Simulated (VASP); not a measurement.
A run of VASP 6.6.1 is set up as follows.

Contents of INCAR:

```
  PREC = Accurate
  ENCUT = 600
  EDIFF = 1E-6
  ISMEAR = -1
  SIGMA = 0.05
  LREAL = False
  LASPH = True
  NELM = 60
  ALGO = Normal
  ISIF = 3
  LWAVE = False
  LCHARG = False
  GGA = PE
  IVDW = 12
  IBRION = 2
  NSW = 40
  EDIFFG = -0.005
```

The input KPOINTS:

```
Automatic mesh
0
Gamma
  8 8 8
```

POSCAR

```
Sn
1.0
   -2.9401404553      2.9401404553      1.5993019889
    2.9401404553     -2.9401404553      1.5993019889
    2.9401404553      2.9401404553     -1.5993019889
Sn
2
Direct
    0.0000000000      0.0000000000      0.0000000000
    0.7500000000      0.2500000000      0.5000000000
```

Potentials or basis: VASP PAW PBE potentials, release 64 (Sn_d).

Command:

```sh
$ cat potpaw_PBE.64/Sn_d/POTCAR > POTCAR
$ mpirun -np 1 vasp_std > vasp.out
```

Question: What does it give for the space group after relaxing (to 0.05 Å)?

Answer: I4_1/amd (No. 141).

Question: What does it give for the relaxed cell?

Answer: a = 4.412 Å, b = 4.412 Å, c = 4.412 Å, α = 97.73°, β = 97.73°, γ = 136.98°.

Step by step:
```
step  energy change (eV)  largest force (eV/Å)  pressure (GPa)  volume (Å³)
   1              0.0000                0.0000           -0.79        55.30
   2             -0.0051                0.0000            0.22        54.21
   3             -0.0051                0.0000            0.37        54.11
   4             -0.0051                0.0000            0.30        54.15
   5             -0.0064                0.0000            0.10        54.33
   6             -0.0065                0.0000            0.11        54.37
   7             -0.0064                0.0000            0.03        54.45
   8             -0.0065                0.0000            0.08        54.39
   9             -0.0065                0.0000            0.12        54.40
  10             -0.0065                0.0000            0.11        54.40
  11             -0.0065                0.0000           -0.04        54.55
  12             -0.0065                0.0000            0.00        54.51
```

Caveat: pairwise dispersion overbinds metals, which lowers pressure and volume.
